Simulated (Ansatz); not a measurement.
Structure: TlCl in the CsCl-type structure, at its r2SCAN minimum. Space group Pm-3m (No. 221), cubic; conventional cell a = 3.839 Å, 28.29 Å³ an atom. Tl has 8 Cl at 3.32 Å; Cl has 8 Tl at 3.32 Å.

```cif
data_structure
_symmetry_space_group_name_H-M 'Pm-3m'
_symmetry_Int_Tables_number 221
_cell_length_a 3.8388
_cell_length_b 3.8388
_cell_length_c 3.8388
_cell_angle_alpha 90.000
_cell_angle_beta 90.000
_cell_angle_gamma 90.000
_cell_volume 56.57
loop_
_atom_site_label
_atom_site_type_symbol
_atom_site_symmetry_multiplicity
_atom_site_Wyckoff_symbol
_atom_site_fract_x
_atom_site_fract_y
_atom_site_fract_z
_atom_site_occupancy
Tl1 Tl 1 a 0.00000 0.00000 0.00000 1
Cl1 Cl 1 b 0.50000 0.50000 0.50000 1
```

4 runs of the plane-wave code Ansatz on this cell differ in the functional (and in the settings that go with it). Levels are in eV from each run's valence top; v1 is the last filled band, c1 the first empty one.

Run A, mean stress +0.9 GPa (compression positive):
```tsv
point	v4	v3	v2	v1	c1	c2
Γ	-4.70	-1.88	-1.88	-1.88	8.74	8.74
X	-5.88	-1.43	-1.43	0.00	2.85	7.58
M	-3.41	-3.41	-3.37	-1.37	5.81	5.81
```

Run B, mean stress +0.8 GPa (compression positive):
```tsv
point	v4	v3	v2	v1	c1	c2
Γ	-4.78	-1.93	-1.93	-1.93	9.43	9.43
X	-5.96	-1.46	-1.46	0.00	3.50	8.29
M	-3.48	-3.48	-3.42	-1.41	6.52	6.52
```

Run C, mean stress 0.0 GPa (compression positive):
```tsv
point	v4	v3	v2	v1	c1	c2
Γ	-4.49	-1.60	-1.60	-1.60	8.31	8.31
X	-5.48	-1.18	-1.18	0.00	2.51	7.03
M	-3.31	-3.05	-3.05	-1.13	5.29	5.29
```

Run D, mean stress +1.2 GPa (compression positive):
```tsv
point	v4	v3	v2	v1	c1	c2
Γ	-4.55	-1.52	-1.52	-1.52	7.80	7.80
X	-5.42	-1.09	-1.09	0.00	2.08	6.55
M	-3.35	-2.97	-2.97	-1.04	4.88	4.88
```

**Question.** Match the runs to PBE, r2SCAN, HSE06, PBE0.

**Answer.** A is HSE06, B is PBE0, C is r2SCAN, D is PBE. In order of the gap: PBE 2.08, r2SCAN 2.51, HSE06 2.85, PBE0 3.50 eV. The stress vanishes for r2SCAN, which relaxed the cell.

No spin polarisation and no zero-point or thermal motion.

Spin-orbit coupling is left out; in compounds of Pb, Bi, Tl or Hg it can lower a gap by up to about 1 eV, split its edges or invert the bands.

The stress of a hybrid is loosely converged in these runs.

The meshes of the hybrids are coarse, so their gaps aren't converged to the digits shown.
